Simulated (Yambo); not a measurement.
## GaP in Yambo: convergence with bands in self energy

Crystal: GaP.

```
Ga P
1.0
     0.00000    2.72525    2.72525
     2.72525    0.00000    2.72525
     2.72525    2.72525    0.00000
Ga P
1 1
Direct
  0.00000 0.00000 0.00000
  0.75000 0.75000 0.75000
```

```yaml
Program: Yambo 5.3.0
Task: G0W0 quasiparticle levels
Functional: PBEsol
Potentials_or_basis: PseudoDojo 0.4 SR PBEsol stringent
Cutoff: 1551 eV
Density_cutoff: 6204 eV
k_mesh: 4 × 4 × 4
Occupations: fixed
Spin: no spin polarisation
k_mesh_of_the_self-consistent_run: 8 × 8 × 8
Random_integration_of_the_Coulomb_term: yes
Direction_of_the_field_or_of_q_to_0: x + y + z
Broadening: 0.1 eV
States_corrected: Γ and the k points of the band edges
Frequency_dependence_of_W: plasmon pole
Terminator_of_the_band_sum_in_the_self-energy: none
Quasiparticle_equation: linearised (Newton)
Imaginary_frequency_of_the_plasmon-pole_fit: 27.2114 eV
Bands_in_the_response: 133
Bands_in_the_self-energy: 33
Cutoff_of_the_response_matrix: 15 Ry
Cutoff_of_exchange_and_Vxc: 114 Ry
Bands_corrected_first_last: "[11, 15]"
```

These are the settings of the first run; the series varies bands in self energy, with any setting tied to it.

| bands in self energy | quasiparticle gap at the points computed (eV) |
| --- | --- |
| 33 | 2.103 |
| 53 | 2.185 |
| 93 | 2.258 |
| 133 | 2.284 |

Against the tightest run, the quasiparticle gap at the points computed stays within 0.05 eV from 93 on. The tightest run that finished is the yardstick and may itself not be fully converged.

Caveat, for the tightest run too: the k mesh is coarse (spacing up to 0.50 Å⁻¹), so the values aren't converged; this version prints the column dSc/dw multiplied by 27.2.
